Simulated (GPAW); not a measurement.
Runs of GPAW 26.7.0 on Sn. It takes space group I4/mmm (No. 139, tetragonal). Conventional cell: a = 4.058 Å, b = 4.058 Å, c = 3.322 Å, α = 90.00°, β = 90.00°, γ = 90.00°. Sn (site symmetry 4/mmm) has 10 Sn at 3.32 Å as nearest neighbours. This isn't the form of Sn at room conditions, which is tetragonal (white tin).

| task | level | potentials or basis | cell | smearing | smearing order | optimizer | fmax | max steps | target pressure | gap on the mesh (eV) | pressure (GPa) |
| --- | --- | --- | --- | --- | --- | --- | --- | --- | --- | --- | --- |
| relaxation of cell and atoms | PBE | GPAW PAW data sets (gpaw-data 1.2.1), pw | relaxed to 5 GPa | methfessel-paxton 0.2 eV | 1 | BFGS | 0.02 eV/Å | 40 | 5 GPa | none | 5.0 |
| single point | BLYP | PAW data sets generated in the run's folder for this functional, pw | as given | methfessel-paxton 0.1 eV | 1 | - | - | - | - | none | (a) |
| single point | PBE | GPAW PAW data sets (gpaw-data 1.2.1), pw | as given | gaussian 0.05 eV | - | - | - | - | - | none | 0.6 |
| single point | PBEsol | PAW data sets generated in the run's folder for this functional, pw | as given | gaussian 0.05 eV | - | - | - | - | - | none | -2.2 |

Alike in all rows: no spin polarisation; k mesh 10 × 10 × 10; cutoff (eV) 600.

**Question.** Fill in the values left out.

**Answer.** (a) 5.3.

Caveats: this smearing can pin the Fermi level at a band edge (some runs); later steps reuse the first step's grids (some runs).

A k mesh can miss the band edges, and the runs leave out spin-orbit coupling on Sn.

A gap of «none» marks a metal or a gap under the smearing width.
